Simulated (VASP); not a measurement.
# InP (F-43m) in VASP: further runs, part 2 of 2

VASP 6.6.1. The steps go on from the part before.

### Step 5. Single point, SVWN5

This run uses another cell than the first one, of 26.17 Å³/atom, 1.040 times its volume.

INCAR

```
PREC = Accurate
ENCUT = 520
EDIFF = 1E-7
ISMEAR = -1
SIGMA = 0.05
LREAL = False
LASPH = True
NELM = 80
ALGO = Normal
ISIF = 2
LWAVE = False
LCHARG = True
GGA = VW
LELF = True
LVHAR = True
NBANDS = 16
```

KPOINTS

```
Automatic mesh
0
Gamma
  8 8 8
```

POSCAR

```
InP
1.0
    0.0000000000      2.9690636329      2.9690636329
    2.9690636329      0.0000000000      2.9690636329
    2.9690636329      2.9690636329      0.0000000000
In P
1 1
Direct
    0.0000000000      0.0000000000      0.0000000000
    0.7500000000      0.7500000000      0.7500000000
```

Potentials or basis: VASP PAW PBE potentials, release 64 (In_d, P).

The run is started by

```console
$ cat potpaw_PBE.64/In_d/POTCAR potpaw_PBE.64/P/POTCAR > POTCAR
$ mpirun -np 1 vasp_std > vasp.out
```

OUTCAR:

```text
PREC = Accurate
   ENCUT = 520
   EDIFF = 1E-7
   ISMEAR = -1
   LREAL = False
   LASPH = True
   NELM = 80
   ISIF = 2
   GGA = VW

 ion  position               nearest neighbor table
   1  0.000  0.000  0.000-   2 2.57   2 2.57   2 2.57   2 2.57
   2  0.750  0.750  0.750-   1 2.57   1 2.57   1 2.57   1 2.57

  LATTYP: Found a face centered cubic cell.
 ALAT       =     5.9381272658

  Lattice vectors:

 A1 = (   0.0000000000,   2.9690636329,   2.9690636329)
[... 640 lines left out ...]

------------------------ aborting loop because EDIFF is reached ----------------------------------------

  FORCE on cell =-STRESS in cart. coord.  units (eV):
  Direction    XX          YY          ZZ          XY          YZ          ZX
  --------------------------------------------------------------------------------------
  -------------------------------------------------------------------------------------
  Total       -1.1648396     -1.1648396     -1.1648396      0.0000000      0.0000000      0.0000000
  in kB      -35.6523536    -35.6523536    -35.6523536      0.0000000      0.0000000      0.0000000
  external PRESSURE =     -35.6523536 kB  Pullay stress =       0.0000000 kB

 VOLUME and BASIS-vectors are now :
 -----------------------------------------------------------------------------
  energy-cutoff  :      520.00
  volume of cell :       52.35
      direct lattice vectors                 reciprocal lattice vectors
     0.000000000  2.969063633  2.969063633    -0.168403262  0.168403262  0.168403262
     2.969063633  0.000000000  2.969063633     0.168403262 -0.168403262  0.168403262
     2.969063633  2.969063633  0.000000000     0.168403262  0.168403262 -0.168403262

 POSITION                                       TOTAL-FORCE (eV/Angst)
 -----------------------------------------------------------------------------------
      0.00000      0.00000      0.00000        -0.000000     -0.000000     -0.000000
      4.45360      4.45360      4.45360         0.000000      0.000000      0.000000
 -----------------------------------------------------------------------------------
    total drift:                                0.000000      0.000000      0.000000

  FREE ENERGIE OF THE ION-ELECTRON SYSTEM (eV)
  ---------------------------------------------------
  free  energy   TOTEN  =        -9.6180230227 eV

  energy  without entropy=       -9.6178367930  energy(sigma->0) =       -9.61792991
```

OSZICAR:

```text
N       E                     dE             d eps       ncg     rms          rms(c)
DAV:   1     0.110093818701E+03    0.11009E+03   -0.84364E+03   936   0.122E+03
DAV:   2    -0.236098931070E+01   -0.11245E+03   -0.10725E+03  1016   0.294E+02
DAV:   3    -0.982693303399E+01   -0.74659E+01   -0.74256E+01  1248   0.747E+01
DAV:   4    -0.100304905378E+02   -0.20356E+00   -0.20350E+00  1176   0.133E+01
DAV:   5    -0.100395276720E+02   -0.90371E-02   -0.90370E-02  1424   0.238E+00    0.460E+00
DAV:   6    -0.965756676655E+01    0.38196E+00   -0.62418E-01  1504   0.134E+01    0.253E+00
DAV:   7    -0.962328152326E+01    0.34285E-01   -0.12271E-01  1336   0.295E+00    0.897E-01
DAV:   8    -0.961812727649E+01    0.51542E-02   -0.11809E-02  1192   0.116E+00    0.305E-01
DAV:   9    -0.961799744407E+01    0.12983E-03   -0.11582E-03  1248   0.389E-01    0.146E-01
DAV:  10    -0.961801954971E+01   -0.22106E-04   -0.13730E-04  1328   0.853E-02    0.902E-02
DAV:  11    -0.961802438373E+01   -0.48340E-05   -0.16718E-05  1312   0.617E-02    0.401E-02
DAV:  12    -0.961802304450E+01    0.13392E-05   -0.30280E-06  1200   0.163E-02    0.695E-03
DAV:  13    -0.961802302271E+01    0.21790E-07   -0.24444E-07  1152   0.279E-03
   1 F= -.96180230E+01 E0= -.96179299E+01  d E =-.186230E-03
```

stdout:

```text
POSCAR found type information on POSCAR InP
 POSCAR found :  2 types and       2 ions
 scaLAPACK will be used
 -----------------------------------------------------------------------------
|                                                                             |
|                                                                             |
|     You enforced a specific xc type in the INCAR file but a different       |
|     I HOPE YOU KNOW WHAT YOU ARE DOING!                                     |
|                                                                             |
 -----------------------------------------------------------------------------

 LDA part: xc-table for (Slater(with rela. corr.)+VWN5), standard interpolation
 POSCAR, INCAR and KPOINTS ok, starting setup
 FFT: planning ... GRIDC
 FFT: planning ... GRID_SOFT
 FFT: planning ... GRID
 WAVECAR not read
 entering main loop
```

Run time: 16 s. Hardware: 1 thread of Intel Xeon Platinum 8259CL at 2.50GHz (Skylake/Cascade Lake), shared host; peak memory 0.16 GiB.

What came out:

- Free energy: -9.6180 eV
- Pressure: -3.6 GPa
- Band gap on the k mesh: 0.27 eV, direct

Caveat: the PAW data sets were made with another functional, which shifts forces and pressure a little; spin-orbit coupling is left out, which moves the levels of the heavy elements.

### Step 6. Single point, PBEsol+D4

This run uses another cell than the first one, of 26.68 Å³/atom, 1.060 times its volume.

INCAR

```
SYSTEM = InP
ALGO     = Normal         ! electronic algorithm
EDIFF    = 1E-6           ! SCF threshold, eV
ENCUT    = 520            ! plane-wave cutoff, eV
GGA      = PS             ! functional
ISIF     = 2              ! what is computed and relaxed
ISMEAR   = -1             ! smearing method
IVDW     = 13             ! dispersion correction
LASPH    = .True.         ! aspherical terms in the spheres
LCHARG   = .True.         ! write CHGCAR
LELF     = .True.         ! ELF
LREAL    = .False.        ! projectors in reciprocal space
LVHAR    = .True.       
LWAVE    = .False.        ! write WAVECAR
NBANDS   = 16             ! bands
NELM     = 100            ! most SCF steps
PREC     = Accurate       ! precision mode
SIGMA    = 0.05           ! smearing width, eV
```

KPOINTS

```
k-points
0
Gamma
  8 8 8
  0 0 0
```

POSCAR

```
InP
1.0
    0.0000000000      2.9879753761      2.9879753761
    2.9879753761      0.0000000000      2.9879753761
    2.9879753761      2.9879753761      0.0000000000
In P
1 1
Direct
    0.0000000000      0.0000000000      0.0000000000
    0.7500000000      0.7500000000      0.7500000000
```

Potentials or basis: VASP PAW PBE potentials, release 64 (In_d, P).

The run is started by

```console
$ cat potpaw_PBE.64/In_d/POTCAR potpaw_PBE.64/P/POTCAR > POTCAR
$ mpirun -np 1 vasp_std > vasp.out
```

Run time: 17 s. Hardware: 1 thread of Intel Xeon Platinum 8259CL at 2.50GHz (Skylake/Cascade Lake), shared host; peak memory 0.18 GiB.

Results (log left out):

* Free energy: -9.5053 eV
* Pressure: -4.0 GPa
* Band gap on the k mesh: 0.30 eV, direct
* Dispersion energy per atom: -0.187 eV

Levels at points of the mesh, in eV from the valence-band top:
```
           k point  band 7  band 8  band 9  band 10  band 11  band 12
(0.00, 0.00, 0.00)    0.00    0.00    0.00     0.30     4.01     4.01
(0.50, 0.00, 0.00)   -5.50   -0.90   -0.90     1.26     4.72     4.72
(0.50, 0.50, 0.00)   -5.57   -2.16   -2.16     1.73     2.16     8.74
```

Caveat: the PAW data sets were made with another functional, which shifts forces and pressure a little; spin-orbit coupling is left out, which moves the levels of the heavy elements.

### Step 7. The runs side by side

| level | cell | smearing | gap on the mesh (eV) | pressure (GPa) |
| --- | --- | --- | --- | --- |
| PBEsol | a = 4.144 Å, angles 60.0°, 2 atoms | gaussian 0.05 eV | 0.61 | 0.6 |
| PBEsol+D4 | a = 4.199 Å, angles 60.0°, 2 atoms | fermi-dirac 0.05 eV | 0.40 | -3.0 |
| SVWN5 | a = 4.172 Å, angles 60.0°, 2 atoms | fermi-dirac 0.05 eV | 0.38 | -2.5 |
| SVWN5 | a = 4.199 Å, angles 60.0°, 2 atoms | fermi-dirac 0.05 eV | 0.27 | -3.6 |
| PBEsol+D4 | a = 4.226 Å, angles 60.0°, 2 atoms | fermi-dirac 0.05 eV | 0.30 | -4.0 |

Alike in all rows: task single point; potentials or basis VASP PAW PBE potentials, release 64 (In_d, P); no spin polarisation; k mesh 8 × 8 × 8; cutoff (eV) 520.

Caveats: the PAW data sets were made with another functional, which shifts forces and pressure a little; spin-orbit coupling is left out, which moves the levels of the heavy elements.

Absolute energies hang on the potentials; compare differences alone.

### Step 8. How close it comes

Step 2. A measured gap of InP is 1.4236 eV (direct; 1.6 K; a printed reference work, data compilation); the calculated 0.61 eV misses it by -0.81 eV. Spin-orbit coupling on In is left out. The value is that of PBEsol, without temperature or zero-point motion. Semilocal functionals fall short of measured gaps as a rule.

Step 4. Against the measured gap of InP, 1.4236 eV (direct; 1.6 K; a printed reference work, data compilation), the calculated 0.38 eV is off by -1.05 eV. So large a miss can be the level of theory's own, or it may mean another phase, state or a wrong row. Spin-orbit coupling on In is left out. The value is that of SVWN5, without temperature or zero-point motion.
